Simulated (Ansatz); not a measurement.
CdSe at several levels of theory

One geometry, relaxed with PBE, and single points on it; plane waves with PAW potentials in Ansatz, scalar-relativistic unless the row names spin-orbit coupling. No spin polarisation. Meshes are on the primitive cell of 4 atoms. Gaps are the least over mesh and band path; pressure is positive in compression. Smearing is Gaussian, 0.02 eV.

Space group P6_3mc (No. 186). a = 4.383 Å, b = 4.383 Å, c = 7.154 Å, α = 90.00°, β = 90.00°, γ = 120.00°
```json
{"atom": "Cd", "site": "2b", "symmetry": "3m.", "x": "0.3333", "y": "0.6667", "z": "0.0046"}
{"atom": "Se", "site": "2b", "symmetry": "3m.", "x": "0.3333", "y": "0.6667", "z": "0.3804"}
```

```csv
level,cutoff (eV),k mesh,gap (eV),pressure (GPa),rough cost with bands (core-min)
PBE,420,12×12×6,0.54,0.0,3
```

Problem. What do r2SCAN, PBEsol give on the same cell?

Solution.
```
 level cutoff (eV) k mesh gap (eV) pressure (GPa) rough cost with bands (core-min)
r2SCAN          500  12×12×6      1.03            -1.5                                 5
PBEsol          420  12×12×6      0.42            -2.6                                 3
```